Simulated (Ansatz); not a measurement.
MgS: what symmetry allows forces and stress to be

```
Mg S
1.0
     4.11043    0.00000    0.00000
    -2.05522    3.55974    0.00000
     0.00000    0.00000    6.64964
Mg S
2 2
Cartesian
  2.0552 1.1866 3.3586
  0.0000 2.3732 6.6834
  0.0000 2.3732 2.4598
  2.0552 1.1866 5.7846
```

Computed with Ansatz 0.2.0, DFT PBEsol, scalar-relativistic, plane waves, PAW.

Cutoff 420 eV; k points 6×6×4 on the computed 4-atom cell (Γ-centred); Gaussian smearing, width 0.02 eV; no spin polarisation.

This distorted cell has space group P6_3mc, with 12 operations.

Without a calculation: in which directions can each atom feel a force?

A force must be left unchanged by every operation that keeps its atom in place, so it lies in the space that those operations leave fixed. Atoms that the group maps onto each other feel forces of one size.
```tsv
atom	site symmetry	operations at the site	equivalent to atom	allowed force (Cartesian)
Mg1	3m.	6	1	along (0.00, 0.00, 1.00)
Mg2	3m.	6	1	along (0.00, 0.00, 1.00)
S3	3m.	6	3	along (0.00, 0.00, 1.00)
S4	3m.	6	3	along (0.00, 0.00, 1.00)
```

That leaves 2 independent force components of 12, tied by 1 condition that the forces sum to zero, so 1 remains. A relaxation in this cell that keeps the symmetry moves the atoms in these directions alone.

And the stress tensor?

It must be invariant under the point group, which leaves 2 independent components: yz, xz, xy vanish; xx = yy.

Do the computed values obey this?

Yes. Forces (eV/Å):
```
Mg1  0.000  0.000 -0.453
Mg2  0.000  0.000 -0.453
S3   0.000  0.000  0.454
S4   0.000  0.000  0.454
```

Stress (GPa, compression positive, xx yy zz yz xz xy): -4.29 -4.29 -2.07 0.00 0.00 0.00. The program imposes the same operations on density, forces and stress, so this confirms the analysis and is no independent test of the calculation.

This wurtzite form isn't the usual stable structure of the compound.